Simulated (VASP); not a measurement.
LuH2, 3 atoms in the cell. It takes space group Fm-3m (No. 225, cubic). Conventional cell: a = 5.033 Å, b = 5.033 Å, c = 5.033 Å, α = 90.00°, β = 90.00°, γ = 90.00°. Lu (site symmetry m-3m) has 8 H at 2.18 Å as nearest neighbours. Around H (site symmetry -43m) lie 4 Lu at 2.18 Å. 

| Item | Value |
| --- | --- |
| Program | VASP 6.6.1 |
| Task | relaxation of cell and atoms |
| Functional | r2SCAN |
| Potentials or basis | VASP PAW PBE potentials, release 64 (Lu, H) |
| Cutoff | 600 eV |
| k mesh | 14 × 14 × 14 |
| Occupations | methfessel-paxton, width 0.1 eV |
| Spin | no spin polarisation |
| Further INCAR settings | ALGO = Normal; EDIFF = 1e-06; IBRION = 2; EDIFFG = -0.01; NSW = 90; ISIF = 3 |

Potentials or basis: VASP PAW PBE potentials, release 64 (Lu, H).

Command:

```sh
$ cat potpaw_PBE.64/Lu/POTCAR potpaw_PBE.64/H/POTCAR > POTCAR
$ mpirun -np 1 vasp_std > vasp.out
```

Hardware: 1 thread of Intel(R) Xeon(R) Platinum 8488C (Sapphire Rapids) (shared host).

Problem. Estimate the wall time of this run.

Solution. Run time: 11 min on 1 thread of Intel(R) Xeon(R) Platinum 8488C (Sapphire Rapids) (shared host), peak memory 0.25 GiB. Counts: scf iterations 48, k points 104, ion steps 3.
